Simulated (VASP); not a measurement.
**BN in VASP: the effect of exact exchange**

BN:

```
N B
1.0
     0.00000    1.81300    1.81300
     1.81300    0.00000    1.81300
     1.81300    1.81300    0.00000
N B
1 1
Direct
  0.25000 0.25000 0.25000
  0.00000 0.00000 0.00000
```

The cell is a database's computed one.

Alike in all runs:

```yaml
Program: VASP 6.6.1
Task: single point
Functional: PBE0(alpha)
Potentials_or_basis: VASP PAW PBE potentials, release 64 (N, B)
Cutoff: 520 eV
k_mesh: 7 × 7 × 7
Occupations: fermi-dirac, width 0.05 eV
Spin: no spin polarisation
```

Problem. One run gave: gap on the mesh 6.37 eV; pressure -7.3 GPa. Which exact exchange did it use?
A. 0.25
B. 0.4
C. 0.1
D. 0.2
E. 0.5

Solution. D.

```tsv
exact exchange	gap on the mesh (eV)	pressure (GPa)
0.05	5.11	-2.0
0.1	5.53	-3.8
0.15	5.95	-5.5
0.2	6.37	-7.3
0.25	6.80	-9.0
0.3	7.23	-10.7
0.4	8.09	-14.1
0.5	8.96	-17.4
```

Caveats: all runs use coarse meshes; the PAW data sets were made with another functional, which shifts forces and pressure a little; an odd mesh through Γ misses points on the zone boundary, where band edges often lie.
